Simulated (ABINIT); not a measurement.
**AlRu: single point with PBEsol**

AlRu:

```
CELL_PARAMETERS angstrom
2.99160 0.00000 0.00000
0.00000 2.99160 0.00000
0.00000 0.00000 2.99160
ATOMIC_POSITIONS crystal
Ru 0.50000 0.50000 0.50000
Al 0.00000 0.00000 0.00000
```

| Item | Value |
| --- | --- |
| Program | ABINIT 10.8.3 (patched build) |
| Task | single point |
| Functional | PBEsol |
| Potentials or basis | JTH PAW PBE v2.0 |
| Cutoff | 490 eV |
| k mesh | 9 × 9 × 9 |
| Occupations | fermi-dirac, width 0.05 eV |
| Spin | no spin polarisation |

```json
{"Pressure": "-2.7 GPa", "Band gap on the k mesh": "none (metal or under the smearing width)", "Valence electrons inside the program's atomic spheres": "Ru 13.81; Al 0.82"}
```

Levels at points of the mesh, in eV from the Fermi level:
```csv
k point,band 7,band 8,band 9,band 10,band 11,band 12,band 13,band 14
"(0.00, 0.00, 0.00)",-3.53,0.24,0.24,0.24,6.16,6.16,6.16,11.06
```

Wall time 15 s on 1 thread of Arm Neoverse V1, on a shared host, peak memory 0.09 GiB.

Caveat: the PAW data sets were made with another functional, which shifts forces and pressure a little.
